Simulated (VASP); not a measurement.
# TiO2 in VASP: notebook

The runs below take TiO2 through work function, with PBEsol.

Everything below comes from runs of VASP 6.6.1. Logs are shortened: lines on timing, memory, paths and dates and some standing lists are left out, and cuts for length are marked.

## Step 1: The slab as given

The cell holds a slab with vacuum, 18 atoms: a = 4.592 Å, b = 2.957 Å, c = 23.272 Å, α = 90.00°, β = 90.00°, γ = 90.00°.

## Step 2: Work function, PBEsol

Contents of INCAR:

```
SYSTEM = TiO2
PREC = Accurate ; ENCUT = 520
EDIFF = 1E-6 ; ISMEAR = 0
SIGMA = 0.05 ; LREAL = .FALSE.
LASPH = .TRUE. ; NELM = 100
ALGO = Normal ; ISIF = 2
LWAVE = .FALSE. ; LCHARG = .TRUE.
LDIPOL = .TRUE. ; IDIPOL = 3
DIPOL = 0.5 0.5 0.500 ; GGA = PS
LVHAR = .TRUE. ; LVACPOTAV = .TRUE.
KPAR = 8
```

Contents of KPOINTS:

```
regular mesh
0
G
  6 8 1
  0 0 0
```

Contents of POSCAR:

```
TiO2
1.0
    4.5922000000      0.0000000000      0.0000000000
    0.0000000000      2.9574000000      0.0000000000
    0.0000000000      0.0000000000     23.2718253752
O Ti
12 6
Direct
    0.1950400000      0.5000000000      0.2148520763
    0.3049600000      0.0000000000      0.3135164467
    0.8049600000      0.5000000000      0.2918260715
    0.6950400000      0.0000000000      0.3904904419
    0.1950400000      0.5000000000      0.4121808171
    0.3049600000      0.0000000000      0.5108451877
    0.8049600000      0.5000000000      0.4891548123
    0.6950400000      0.0000000000      0.5878191829
    0.1950400000      0.5000000000      0.6095095581
    0.3049600000      0.0000000000      0.7081739285
    0.8049600000      0.5000000000      0.6864835533
    0.6950400000      0.0000000000      0.7851479237
    0.0000000000      0.0000000000      0.2533390739
    0.5000000000      0.5000000000      0.3520034443
    0.0000000000      0.0000000000      0.4506678147
    0.5000000000      0.5000000000      0.5493321853
    0.0000000000      0.0000000000      0.6479965557
    0.5000000000      0.5000000000      0.7466609261
```

Potentials or basis: VASP PAW PBE potentials, release 64 (O, Ti_sv).

The run is started by

```bash
$ cat potpaw_PBE.64/O/POTCAR potpaw_PBE.64/Ti_sv/POTCAR > POTCAR
$ mpirun -np 8 vasp_std > vasp.out
```

OUTCAR:

```text
SYSTEM = TiO2
   PREC = Accurate
   ENCUT = 520
   EDIFF = 1E-6
   ISMEAR = 0
   LREAL = .FALSE.
   LASPH = .TRUE.
   NELM = 100
   ISIF = 2
   GGA = PS

 ion  position               nearest neighbor table
   1  0.195  0.500  0.215-  13 1.95  13 1.95
   2  0.305  0.000  0.314-  14 1.95  14 1.95  13 1.98
   3  0.805  0.500  0.292-  13 1.95  13 1.95  14 1.98
   4  0.695  0.000  0.390-  14 1.95  14 1.95  15 1.98
   5  0.195  0.500  0.412-  15 1.95  15 1.95  14 1.98
   6  0.305  0.000  0.511-  16 1.95  16 1.95  15 1.98
   7  0.805  0.500  0.489-  15 1.95  15 1.95  16 1.98
   8  0.695  0.000  0.588-  16 1.95  16 1.95  17 1.98
   9  0.195  0.500  0.610-  17 1.95  17 1.95  16 1.98
  10  0.305  0.000  0.708-  18 1.95  18 1.95  17 1.98
  11  0.805  0.500  0.686-  17 1.95  17 1.95  18 1.98
  12  0.695  0.000  0.785-  18 1.95  18 1.95
  13  0.000  0.000  0.253-   3 1.95   3 1.95   1 1.95   1 1.95   2 1.98
  14  0.500  0.500  0.352-   4 1.95   4 1.95   2 1.95   2 1.95   5 1.98   3 1.98
  15  0.000  0.000  0.451-   5 1.95   5 1.95   7 1.95   7 1.95   4 1.98   6 1.98
  16  0.500  0.500  0.549-   8 1.95   8 1.95   6 1.95   6 1.95   9 1.98   7 1.98
  17  0.000  0.000  0.648-   9 1.95   9 1.95  11 1.95  11 1.95   8 1.98  10 1.98
  18  0.500  0.500  0.747-  10 1.95  10 1.95  12 1.95  12 1.95  11 1.98

  LATTYP: Found a simple orthorhombic cell.
 ALAT       =     2.9574000000
 B/A-ratio  =     1.5527828498
 C/A-ratio  =     7.8690151401

  Lattice vectors:

 A1 = (   0.0000000000,  -2.9574000000,   0.0000000000)
 A2 = (   4.5922000000,   0.0000000000,   0.0000000000)
 A3 = (   0.0000000000,   0.0000000000,  23.2718253752)

Analysis of symmetry for initial positions (statically):
=====================================================================
 Subroutine PRICEL returns:
 Original cell was already a primitive cell.

 Routine SETGRP: Setting up the symmetry group for a
 simple orthorhombic supercell.

 Subroutine GETGRP returns: Found  4 space group operations
 (whereof  2 operations were pure point group operations)
 out of a pool of  8 trial point group operations.

The static configuration has the point symmetry C_1h.
 The point group associated with its full space group is C_2v.

Analysis of symmetry for dynamics (positions and initial velocities):
=====================================================================
 Subroutine PRICEL returns:
 Original cell was already a primitive cell.

 Routine SETGRP: Setting up the symmetry group for a
 simple orthorhombic supercell.

 Subroutine GETGRP returns: Found  4 space group operations
 (whereof  2 operations were pure point group operations)
 out of a pool of  8 trial point group operations.

The dynamic configuration has the point symmetry C_1h.
 The point group associated with its full space group is C_2v.

 Subroutine INISYM returns: Found  4 space group operations
 (whereof  2 operations are pure point group operations),
 and found     1 'primitive' translations

----------------------------------------------------------------------------------------

                                     Primitive cell

  volume of cell :     316.0540

  direct lattice vectors                    reciprocal lattice vectors
     4.592200000  0.000000000  0.000000000     0.217760550  0.000000000  0.000000000
     0.000000000  2.957400000  0.000000000     0.000000000  0.338134848  0.000000000
     0.000000000  0.000000000 23.271825375     0.000000000  0.000000000  0.042970415

  length of vectors
     4.592200000  2.957400000 23.271825375     0.217760550  0.338134848  0.042970415

  position of ions in fractional coordinates (direct lattice)
     0.195040000  0.500000000  0.214852076
     0.304960000  0.000000000  0.313516447
     0.804960000  0.500000000  0.291826071
     0.695040000  0.000000000  0.390490442
     0.195040000  0.500000000  0.412180817
     0.304960000  0.000000000  0.510845188
[... 10 lines left out ...]
     0.000000000  0.000000000  0.647996556
     0.500000000  0.500000000  0.746660926

  ion indices of the primitive-cell ions
   primitive index   ion index
                 1           1
                 2           2
                 3           3
                 4           4
                 5           5
                 6           6
[... 10 lines left out ...]
                17          17
                18          18

----------------------------------------------------------------------------------------

 KPOINTS: regular mesh

Automatic generation of k-mesh.
 Grid dimensions read from file:
 generate k-points for:    6    8    1

 Generating k-lattice:

  Cartesian coordinates                     Fractional coordinates (reciprocal lattice)
     0.036293425  0.000000000  0.000000000     0.166666667  0.000000000  0.000000000
     0.000000000  0.042266856  0.000000000     0.000000000  0.125000000  0.000000000
     0.000000000  0.000000000  0.042970415     0.000000000  0.000000000  1.000000000

  Length of vectors
     0.036293425  0.042266856  0.042970415

  Shift w.r.t. Gamma in fractional coordinates (k-lattice)
     0.000000000  0.000000000  0.000000000

 Subroutine IBZKPT returns following result:
 ===========================================

 Found     20 irreducible k-points:

 Following reciprocal coordinates:
            Coordinates               Weight
  0.000000  0.000000  0.000000      1.000000
  0.166667  0.000000  0.000000      2.000000
  0.333333  0.000000  0.000000      2.000000
  0.500000  0.000000  0.000000      1.000000
  0.000000  0.125000  0.000000      2.000000
  0.166667  0.125000  0.000000      4.000000
[... 12 lines left out ...]
  0.333333  0.500000  0.000000      2.000000
  0.500000  0.500000  0.000000      1.000000
   k-points           NKPTS =     20   k-points in BZ     NKDIM =     20   number of bands    NBANDS=     86
   number of dos      NEDOS =    301   number of ions     NIONS =     18
   total plane-waves  NPLWV = 155520
   dimension x,y,z NGX =    36 NGY =   24 NGZ =  180
   dimension x,y,z NGXF=    72 NGYF=   48 NGZF=  360
   ions per type =              12   6
   NGX,Y,Z   is equivalent  to a cutoff of  13.03, 13.49, 12.86 a.u.
   NGXF,Y,Z  is equivalent  to a cutoff of  26.07, 26.98, 25.72 a.u.
 SYSTEM =  TiO2
   PREC   = accura    normal or accurate (medium, high low for compatibility)
   ISTART =      0    job   : 0-new  1-cont  2-samecut
   ICHARG =      2    charge: 1-file 2-atom 10-const
   ISPIN  =      1    spin polarized calculation?
   LNONCOLLINEAR =      F non collinear calculations
   LSORBIT =      F    spin-orbit coupling
   LASPH  =      T    aspherical Exc in radial PAW
   ENCUT  =  520.0 eV  38.22 Ry    6.18 a.u.   8.54  5.50 43.27*2*pi/ulx,y,z
   NELM   =    100;   NELMIN=  2; NELMDL= -5     # of ELM steps
   EDIFF  = 0.1E-05   stopping-criterion for ELM
[... 8 lines left out ...]
   TEBEG  =    0.0;   TEEND  =   0.0 temperature during run
   PSTRESS=    0.0 pullay stress
   NELECT =     144.0000    total number of electrons
   NUPDOWN=      -1.0000    fix difference up-down
   EMIN   =  10.00;   EMAX   =-10.00  energy-range for DOS
[... 5 lines left out ...]
     AMIX     =   0.40;   BMIX     =  1.00
     AMIX_MAG =   1.60;   BMIX_MAG =  1.00
  volume/ion in A,a.u.               =      17.56       118.49
  Fermi-wavevector in a.u.,A,eV,Ry     =   1.259723  2.380532 21.591129  1.586903
  Thomas-Fermi vector in A             =   2.393269
   LORBIT       =      0    0 simple, 1 ext, 2 COOP (PROOUT), +10 PAW based schemes
   GGA     = PS    functional components
[... 5 lines left out ...]
 non-spin polarized calculation
 Gauss-broadening in eV      SIGMA  =   0.05
  energy-cutoff  :      520.00
  volume of cell :      316.05
 maximum number of plane-waves:      8558
 NGX is ok and might be reduce to    36
   NGX = 17   NGY = 11   NGZ = 87

 number of electron     144.0000018 magnetization

 dipolmoment           0.000000      0.000000      0.000000 electrons x Angstroem

 Free energy of the ion-electron system (eV)
  ---------------------------------------------------
  ext. energy  EPLUGINS =         0.00000000
  ---------------------------------------------------
  free energy    TOTEN  =      -165.53324572 eV

  energy without entropy =     -165.53324572  energy(sigma->0) =     -165.53324572

 E-fermi :  -0.0022     XC(G=0):  -7.5593

 val. band max:       -0.2729093846   @ k =   0.0000   0.0000   0.0000
 cond. band min:       1.7776333408   @ k =   0.0000   0.0000   0.0000
 fundamental gap:      2.0505427255
 Fermi energy:        -0.0021781227

 k-point     1 :       0.0000    0.0000    0.0000
  band No.  band energies     occupation
      1     -56.8018      2.00000
      2     -56.7970      2.00000
      3     -56.7914      2.00000
      4     -56.7873      2.00000
      5     -56.5399      2.00000
      6     -56.5399      2.00000
[... 76 lines left out ...]
     83       2.7558      0.00000
     84       2.8046      0.00000

 k-point     2 :       0.1667    0.0000    0.0000
  band No.  band energies     occupation
      1     -56.8008      2.00000
      2     -56.7966      2.00000
      3     -56.7917      2.00000
      4     -56.7883      2.00000
      5     -56.5399      2.00000
      6     -56.5399      2.00000
[... 1555 lines left out ...]
     83       3.2222      0.00000
     84       3.2222      0.00000

 k-point    20 :       0.5000    0.5000    0.0000
  band No.  band energies     occupation
      1     -56.7529      2.00000
      2     -56.7529      2.00000
      3     -56.7518      2.00000
      4     -56.7518      2.00000
      5     -56.4985      2.00000
      6     -56.4985      2.00000
[... 76 lines left out ...]
     83       3.2076      0.00000
     84       3.2076      0.00000
 [bands above 84 left out]

------------------------ aborting loop because EDIFF is reached ----------------------------------------

  FORCE on cell =-STRESS in cart. coord.  units (eV):
  Direction    XX          YY          ZZ          XY          YZ          ZX
  --------------------------------------------------------------------------------------
  -------------------------------------------------------------------------------------
  Total       -4.8621960     -9.7471522     -3.6184538      0.0000000      0.0000000      0.0000000
  in kB      -24.6480028    -49.4113838    -18.3430819      0.0000000      0.0000000      0.0000000
  external PRESSURE =     -30.8008228 kB  Pullay stress =       0.0000000 kB

 VOLUME and BASIS-vectors are now :
 -----------------------------------------------------------------------------
  energy-cutoff  :      520.00
  volume of cell :      316.05
      direct lattice vectors                 reciprocal lattice vectors
     4.592200000  0.000000000  0.000000000     0.217760550  0.000000000  0.000000000
     0.000000000  2.957400000  0.000000000     0.000000000  0.338134848  0.000000000
     0.000000000  0.000000000 23.271825375     0.000000000  0.000000000  0.042970415

 POSITION                                       TOTAL-FORCE (eV/Angst)
 -----------------------------------------------------------------------------------
      0.89566      1.47870      5.00000        -2.218663      0.000000      0.981445
      1.40044      0.00000      7.29610        -0.514650      0.000000     -0.400445
      3.69654      1.47870      6.79133        -1.138703      0.000000      0.003073
      3.19176      0.00000      9.08743        -0.054202      0.000000     -0.052924
      0.89566      1.47870      9.59220        -0.016704      0.000000      0.010236
      1.40044      0.00000     11.88830        -0.063171      0.000000     -0.058043
[... 10 lines left out ...]
      0.00000      0.00000     15.08006         0.135421      0.000000      0.032870
      2.29610      1.47870     17.37616         3.814654      0.000000      0.510098
 -----------------------------------------------------------------------------------
    total drift:                               -0.000556     -0.000000     -0.000000

  FREE ENERGIE OF THE ION-ELECTRON SYSTEM (eV)
  ---------------------------------------------------
  free  energy   TOTEN  =      -165.5332457169 eV

  energy  without entropy=     -165.5332457169  energy(sigma->0) =     -165.53324572

 vacuum level on the upper side and lower side of the slab         7.211         7.211
```

Wall time 4.4 min (8 MPI ranks of Intel Xeon Platinum 8259CL at 2.50GHz (Skylake/Cascade Lake), shared host); peak memory 0.61 GiB.

What came out:

```
Free energy                            : -165.5332 eV
Largest force                          : 3.849 eV/Å
Band gap on the k mesh                 : 2.05 eV, direct
Ionisation potential of the upper face : 7.48 eV
```

Forces on the atoms (eV/Å):
```
O   -2.219  0.000  0.981
O   -0.515  0.000 -0.400
O   -1.139  0.000  0.003
O   -0.054  0.000 -0.053
O   -0.017  0.000  0.010
O   -0.063  0.000 -0.058
O   -0.063  0.000  0.058
O   -0.017  0.000 -0.010
O   -0.054  0.000  0.053
O   -1.139  0.000 -0.003
O   -0.515  0.000  0.400
O   -2.219  0.000 -0.981
Ti   3.815  0.000 -0.510
Ti   0.135  0.000 -0.033
Ti   0.056  0.000  0.009
Ti   0.056  0.000 -0.009
Ti   0.135  0.000  0.033
Ti   3.815  0.000  0.510
```

Caveat: the PAW data sets were made with another functional, which shifts forces and pressure a little. A hybrid or GW would open this gap; PBEsol tends to underestimate it.

(Continued in part 2 of 2.)
